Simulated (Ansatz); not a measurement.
# Preparing GaN (P6_3mc) as a host crystal, part 3 of 3

Before any defect goes in: GaN (P6_3mc) at rest, and how it screens a charge.

Ansatz 0.2.0; plane-wave PAW DFT, r2SCAN; relaxation of the host's cell and atoms (the session's first sound run).

So far. Step 3 (Dielectric tensors of the host): The principal values of the electronic dielectric tensor are 5.84, 5.84 and 6.02. The principal values of the static dielectric tensor are 10.10, 10.10 and 11.18.

## 8. Defect free supercell at the quarter point

Level of this step: plane-wave PAW DFT, r2SCAN; single point of the defect-free host, a test of the k-point sampling (Ansatz).

The supercell is run at one point off the zone centre, to see how far that sampling misses the dense mesh.

pristine.sampling_quarter/input.yaml reads:

```yaml
crystal:
  lattice:
    - [9.5492592266, 0.0, 0.0]
    - [-4.7746296133, 8.2699010776, 0.0]
    - [0.0, 0.0, 10.3671611136]
  atoms:
    - { symbol: Ga, position: [0.2222222222, 0.1111111111, 0.249554212] }
    - { symbol: Ga, position: [0.1111111111, 0.2222222222, 0.499554212] }
    - { symbol: "N", position: [0.2222222222, 0.1111111111, 0.437945788] }
    - { symbol: "N", position: [0.1111111111, 0.2222222222, 0.187945788] }
    - { symbol: Ga, position: [0.2222222222, 0.1111111111, 0.7495542121] }
    - { symbol: Ga, position: [0.1111111111, 0.2222222222, 0.999554212] }
    - { symbol: "N", position: [0.2222222222, 0.1111111111, 0.937945788] }
    - { symbol: "N", position: [0.1111111111, 0.2222222222, 0.6879457879] }
    - { symbol: Ga, position: [0.2222222222, 0.4444444444, 0.249554212] }
    - { symbol: Ga, position: [0.1111111111, 0.5555555556, 0.499554212] }
    - { symbol: "N", position: [0.2222222222, 0.4444444444, 0.437945788] }
    - { symbol: "N", position: [0.1111111111, 0.5555555556, 0.187945788] }
    - { symbol: Ga, position: [0.2222222222, 0.4444444444, 0.7495542121] }
    - { symbol: Ga, position: [0.1111111111, 0.5555555556, 0.999554212] }
    - { symbol: "N", position: [0.2222222222, 0.4444444444, 0.937945788] }
    - { symbol: "N", position: [0.1111111111, 0.5555555556, 0.6879457879] }
    - { symbol: Ga, position: [0.2222222222, 0.7777777778, 0.249554212] }
    - { symbol: Ga, position: [0.1111111111, 0.8888888889, 0.499554212] }
    - { symbol: "N", position: [0.2222222222, 0.7777777778, 0.437945788] }
    - { symbol: "N", position: [0.1111111111, 0.8888888889, 0.187945788] }
    - { symbol: Ga, position: [0.2222222222, 0.7777777778, 0.7495542121] }
    - { symbol: Ga, position: [0.1111111111, 0.8888888889, 0.999554212] }
    - { symbol: "N", position: [0.2222222222, 0.7777777778, 0.937945788] }
    - { symbol: "N", position: [0.1111111111, 0.8888888889, 0.6879457879] }
    - { symbol: Ga, position: [0.5555555556, 0.1111111111, 0.249554212] }
    - { symbol: Ga, position: [0.4444444444, 0.2222222222, 0.499554212] }
    - { symbol: "N", position: [0.5555555556, 0.1111111111, 0.437945788] }
    - { symbol: "N", position: [0.4444444444, 0.2222222222, 0.187945788] }
    - { symbol: Ga, position: [0.5555555556, 0.1111111111, 0.7495542121] }
    - { symbol: Ga, position: [0.4444444444, 0.2222222222, 0.999554212] }
    - { symbol: "N", position: [0.5555555556, 0.1111111111, 0.937945788] }
    - { symbol: "N", position: [0.4444444444, 0.2222222222, 0.6879457879] }
    - { symbol: Ga, position: [0.5555555556, 0.4444444444, 0.249554212] }
    - { symbol: Ga, position: [0.4444444444, 0.5555555556, 0.499554212] }
    - { symbol: "N", position: [0.5555555556, 0.4444444444, 0.437945788] }
    - { symbol: "N", position: [0.4444444444, 0.5555555556, 0.187945788] }
    - { symbol: Ga, position: [0.5555555556, 0.4444444444, 0.7495542121] }
    - { symbol: Ga, position: [0.4444444444, 0.5555555556, 0.999554212] }
    - { symbol: "N", position: [0.5555555556, 0.4444444444, 0.937945788] }
    - { symbol: "N", position: [0.4444444444, 0.5555555556, 0.6879457879] }
    - { symbol: Ga, position: [0.5555555556, 0.7777777778, 0.249554212] }
    - { symbol: Ga, position: [0.4444444444, 0.8888888889, 0.499554212] }
    - { symbol: "N", position: [0.5555555556, 0.7777777778, 0.437945788] }
    - { symbol: "N", position: [0.4444444444, 0.8888888889, 0.187945788] }
    - { symbol: Ga, position: [0.5555555556, 0.7777777778, 0.7495542121] }
    - { symbol: Ga, position: [0.4444444444, 0.8888888889, 0.999554212] }
    - { symbol: "N", position: [0.5555555556, 0.7777777778, 0.937945788] }
    - { symbol: "N", position: [0.4444444444, 0.8888888889, 0.6879457879] }
    - { symbol: Ga, position: [0.8888888889, 0.1111111111, 0.249554212] }
    - { symbol: Ga, position: [0.7777777778, 0.2222222222, 0.499554212] }
    - { symbol: "N", position: [0.8888888889, 0.1111111111, 0.437945788] }
    - { symbol: "N", position: [0.7777777778, 0.2222222222, 0.187945788] }
    - { symbol: Ga, position: [0.8888888889, 0.1111111111, 0.7495542121] }
    - { symbol: Ga, position: [0.7777777778, 0.2222222222, 0.999554212] }
    - { symbol: "N", position: [0.8888888889, 0.1111111111, 0.937945788] }
    - { symbol: "N", position: [0.7777777778, 0.2222222222, 0.6879457879] }
    - { symbol: Ga, position: [0.8888888889, 0.4444444444, 0.249554212] }
    - { symbol: Ga, position: [0.7777777778, 0.5555555556, 0.499554212] }
    - { symbol: "N", position: [0.8888888889, 0.4444444444, 0.437945788] }
    - { symbol: "N", position: [0.7777777778, 0.5555555556, 0.187945788] }
    - { symbol: Ga, position: [0.8888888889, 0.4444444444, 0.7495542121] }
    - { symbol: Ga, position: [0.7777777778, 0.5555555556, 0.999554212] }
    - { symbol: "N", position: [0.8888888889, 0.4444444444, 0.937945788] }
    - { symbol: "N", position: [0.7777777778, 0.5555555556, 0.6879457879] }
    - { symbol: Ga, position: [0.8888888889, 0.7777777778, 0.249554212] }
    - { symbol: Ga, position: [0.7777777778, 0.8888888889, 0.499554212] }
    - { symbol: "N", position: [0.8888888889, 0.7777777778, 0.437945788] }
    - { symbol: "N", position: [0.7777777778, 0.8888888889, 0.187945788] }
    - { symbol: Ga, position: [0.8888888889, 0.7777777778, 0.7495542121] }
    - { symbol: Ga, position: [0.7777777778, 0.8888888889, 0.999554212] }
    - { symbol: "N", position: [0.8888888889, 0.7777777778, 0.937945788] }
    - { symbol: "N", position: [0.7777777778, 0.8888888889, 0.6879457879] }
basis:
  ecutwfc: 500
  xc_grid: 2
hamiltonian:
  xc: r2scan
kpoints:
  mp_grid: { grid: [1, 1, 1], shift: [0.25, 0.25, 0.25] }
scf:
  occupations: { method: fermi_dirac, width: 0.01 }
  max_iter: 100
  lower_state_search: "off"
checkpoint:
  write: "../pristine.sampling_quarter.run"
  compress: false
  write_wavefunctions: false
  write_every: 100000
```

Run with:

```console
ansatz run input.yaml --threads 32 --pin off --max-ram 84787MiB --backend cuda --events-out ev --progress --plain --runs-dir out --max-vram 78GiB
```

Numbers of over 12 decimals in the logs are rounded to 6 here.

Log:

```text
[...]
GPU FFT provider: cuFFT
GPU libraries: cuBLAS 13.8.1, cuFFT 12.4.0, cuSOLVER 12.3.2
[...]
Crystal: 72 atoms, lattice volume = 818.710 Å³
Basis set: ecut = 500 eV, 20899 PW (Γ), exchange–correlation on 144×144×160 points (8 copies of the dense FFT grid, shifted against one another)
Bands: 396, of which v1, the nominal top of the filled ones, is band 324 counted from 1 (323 counted from 0)
Symmetry: 36 space group operations
k-points: 1
[...]
GPU buffer pool allocated for 414720 grid points (all kernels)
[...]
SCF iter   1: F=-150351.151077 eV  HF=-150350.472288 eV  |Δ(HF+E_count)|=         —  Δρ=1.24e-2  dr2=4.57e-1  dr2_τ=3.29e0  Hψ=1354
[...]
SCF iter   8: F=-150351.574298 eV  HF=-150351.574298 eV  |Δ(HF+E_count)|=   1.73e-7  Δρ=8.09e-7  dr2=4.01e-9  dr2_τ=1.97e-10  Hψ=807
SCF 1 converged in 8 iterations: F = -150351.574298 eV  dr2 = 4.01e-9
[...]
SCF converged after 8 iterations
Free energy (F): -150351.574298 eV
[...]
Internal energy: -150351.574298 eV  (E = F + TS)
E sigma→0 (E₀):  -150351.574298 eV
Fermi energy:    11.240684 eV
[...]
```

The job ended after 1.6 s (1 × NVIDIA GB200 with 32 threads of Arm Neoverse V2, shared host; peak memory 1.5 GiB; 3.2 s of CPU time).

## 9. What came out

| Item | Value |
| --- | --- |
| primitive cell vectors, lengths | 3.183, 3.183, 5.184 Å |
| electronic dielectric constant | principal values (5.84, 5.84, 6.02) |
| static dielectric constant | principal values (10.10, 10.10, 11.18) |
| gap on the k-mesh of the response run (PBEsol) | 1.88 eV |
| supercell relaxed in its symmetry less the displaced and relaxed one | 0.000 eV |
| energy an atom at the zone centre alone less that on the dense mesh | 0.072 eV |
| energy an atom at one point at (¼, ¼, ¼) less that on the dense mesh | -0.023 eV |

**Reading.** Step 5: The energy fell by 2.682 eV from the randomly displaced start; the atoms end within 0.005 Å of the sites as typed, once the mean shift is taken out. The displaced cell ends within 0.01 eV of the symmetric one relaxed in its symmetry, so no lower structure shows in this supercell. The k-mesh can miss the band edges, so this gap is an upper bound at this level. All at zero temperature.

[Logs are printed without paths, hosts, clocks, repeated set-up lines and the standing remarks that a program may print on its own settings, such as how far it seeks lower states.]

[Hosts, paths, dates, database ids (printed as entryN), source tags and the programs' standing remarks are cut or masked in the printed files.]

[Runs of the host that timed out are not shown.]

[For some hosts the program warned that the k-mesh of the response run may be too coarse for force constants and the static dielectric constant; such warnings are not always shown.]

[The program warned that the k-mesh of a response run behind this text may be too coarse: force constants, and the static dielectric constant and all else formed from them, are not shown converged.]
